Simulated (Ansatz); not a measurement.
La (beta tin type), DFT, PBE, all-electron LAPW, scalar-relativistic (Ansatz 0.2.0), on 1 thread of Arm Neoverse V2 (shared host).

Command: `ansatz run input.yaml --threads 1 --pin off --max-ram 2048MiB --backend cpu --events-out ev --progress --plain --runs-dir out`

```yaml
crystal:
  lattice:
    - [-2.367476367, 2.367476367, 1.2720675788]
    - [2.367476367, -2.367476367, 1.2720675788]
    - [2.367476367, 2.367476367, -1.2720675788]
  atoms:
    - { symbol: La, position: [-0.375, -0.125, -0.25] }
    - { symbol: La, position: [0.375, 0.125, 0.25] }
kpoints:
  mp_grid: { grid: [13, 13, 13] }
  band_path:
    path:
      - [0.0, 0.0, 0.0]
      - [0.0, 0.0, 0.5]
      - [-0.5, 0.5, 0.5]
      - [0.0, 0.0, 0.0]
      - [0.3221753788, 0.3221753788, -0.3221753788]
      - [-0.3221753788, 0.6778246212, 0.3221753788]
      - [-0.5, 0.5, 0.5]
      - [0.0, 0.0, 0.5]
      - [0.25, 0.25, 0.25]
    npoints: 8
scf:
  occupations: { method: fermi_dirac, width: 0.08 }
hamiltonian:
  xc: pbe
  pseudopotentials: { kind: all_electron, lapw: { basis_error: 0.001 } }
output:
  forces: true
  stress: true
  eigenvalues: true
  populations: true
  dos: { projected: true, de: 0.2, e_range: [-14, 8] }
```

Problem. How large is the problem that the program sets up?

Solution. 196 irreducible k-points, 351 plane waves at Γ, 35 bands.

Problem. About how long does it take, and how much memory?

Solution. 58 s of wall time for 8 SCF iterations, with a peak of 0.69 GiB. Times on shared machines scatter by tens of per cent.
